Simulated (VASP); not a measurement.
ZnS (Wurtzite-2H):

```
CELL_PARAMETERS angstrom
3.80543 0.00000 0.00000
-1.90271 3.29560 0.00000
0.00000 0.00000 6.24402
ATOMIC_POSITIONS crystal
Zn 0.33333 0.66667 0.00534
Zn 0.66667 0.33333 0.50534
S 0.33333 0.66667 0.37966
S 0.66667 0.33333 0.87966
```

Base run:

* Program: VASP 6.6.1
* Functional: PBEsol
* Potentials or basis: VASP PAW PBE potentials, release 64 (Zn, S)
* Cutoff: 520 eV
* k mesh: 6 × 6 × 4
* Occupations: gaussian, width 0.01 eV
* Spin: no spin polarisation

Its results: band gap on the k mesh 2.08 eV, direct; pressure -1.2 GPa.

Question: The run is repeated on the same cell with these changes: functional from PBEsol to HSE06; k mesh from 6 × 6 × 4 to 6 × 6 × 2. What comes out?

Answer: Band gap on the k mesh 3.43 eV, direct; pressure 1.6 GPa.

Several settings changed at once, so the effect can't be laid on one alone.

Caveats: some runs use coarse meshes; the PAW data sets were made with another functional, which shifts forces and pressure a little.

